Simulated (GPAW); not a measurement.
Here is a GPAW 26.7.0 calculation.

Contents of run.py:

```python
from ase.dft.bandgap import bandgap
from ase.io import read, write
from ase.units import Bohr, GPa
from gpaw import GPAW, PW
from gpaw.elf import elf_from_dft_calculation

atoms = read('FeO.xyz')
atoms.set_initial_magnetic_moments([3.0, 0.0])

calc = GPAW(mode=PW(800),
            xc='PBE',
            kpts={'size': (11, 11, 11), 'gamma': True},
            occupations={'name': 'methfessel-paxton', 'order': 0, 'width': 0.013000000000000001},
            nbands=17,
            convergence={'density': 1e-05, 'energy': 1e-05},
            maxiter=150,
            txt='gpaw.txt')
atoms.calc = calc
energy = atoms.get_potential_energy()
forces = atoms.get_forces()
stress = atoms.get_stress()
calc.write('gs.gpw')
write('result.traj', atoms)
print(f'Energy: {energy:.6f} eV')
print('Forces (eV/A):')
print(forces.round(4))
print('Stress (GPa):', (stress / GPa).round(3))
print('Moments:', calc.get_magnetic_moments().round(3))
print('Fermi level:', round(calc.get_fermi_level(), 4), 'eV')
print(f'Gap: {bandgap(calc)[0]:.4f} eV, direct: {bandgap(calc, direct=True)[0]:.4f} eV')

# fields on the real-space grid
write('density.cube', atoms, data=calc.get_pseudo_density() * Bohr**3)
write('potential.cube', atoms, data=calc.get_electrostatic_potential())
write('spin.cube', atoms, data=(calc.get_pseudo_density(spin=0) - calc.get_pseudo_density(spin=1)) * Bohr**3)
write('elf.cube', atoms, data=elf_from_dft_calculation(calc).data)
```

The input FeO.xyz:

```xyz
2
Lattice="0.0000000000 2.1554000000 2.1554000000 2.1554000000 0.0000000000 2.1554000000 2.1554000000 2.1554000000 0.0000000000" Properties=species:S:1:pos:R:3 pbc="T T T"
Fe     0.0000000000      0.0000000000      0.0000000000
O      2.1554000000      2.1554000000      2.1554000000
```

Potentials or basis: GPAW PAW data sets (gpaw-data 1.2.1), pw.

Launch:

```sh
$ OMP_NUM_THREADS=1 python run.py
```

(1) Estimate the site moments.

(2) Estimate the pressure.

Answers

(1) Fe +3.55; O +0.24 μB.

(2) 0.8 GPa.

Caveat: a cell with one magnetic atom can't hold antiferromagnetic order, which such compounds often take; semilocal functionals often make such compounds metallic where correlation or magnetic order opens a gap, which also shifts bond lengths.

The gap isn't set beside the measured one, since this odd mesh misses points on the zone boundary.
